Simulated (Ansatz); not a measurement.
**BaTe: a sweep of one setting**

```
Ba Te
1.0
     0.00000    3.41000    3.41000
     3.41000    0.00000    3.41000
     3.41000    3.41000    0.00000
Ba Te
1 1
Direct
  0.00000 0.00000 0.00000
  0.50000 0.50000 0.50000
```

Atoms are numbered in the order listed.

The cell is COD entry 1010423, as deposited and not checked against the literature; nothing was relaxed. It is an old determination, and later ones may differ.

No spin–orbit coupling, which matters for the heavy atoms here.

Computed with Ansatz 0.2.0, DFT, PBE, PAW with Ansatz's default frozen-core files, scalar-relativistic.

Settings: a Γ-centred 10×10×10 k mesh, Fermi–Dirac smearing of 0.05 eV, cutoff 420 eV, no spin polarisation. One setting is then changed at a time.

```json
{"k mesh": "10×10×10 (base)", "free energy less the base's (meV/atom)": "0.0", "P (GPa)": "3.81", "gap on the mesh (eV)": "1.428"}
{"k mesh": "3×3×3", "free energy less the base's (meV/atom)": "?", "P (GPa)": "4.13", "gap on the mesh (eV)": "?"}
{"k mesh": "5×5×5", "free energy less the base's (meV/atom)": "1.3", "P (GPa)": "3.83", "gap on the mesh (eV)": "1.525"}
{"k mesh": "8×8×8", "free energy less the base's (meV/atom)": "0.0", "P (GPa)": "3.81", "gap on the mesh (eV)": "1.428"}
{"k mesh": "14×14×14", "free energy less the base's (meV/atom)": "0.0", "P (GPa)": "3.81", "gap on the mesh (eV)": "1.428"}
```

Task: Give the missing entry: row "3×3×3", column "free energy less the base's (meV/atom)".

Result: 28.4.

Task: Give the missing entry: row "3×3×3", column "gap on the mesh (eV)".

Result: 1.672.
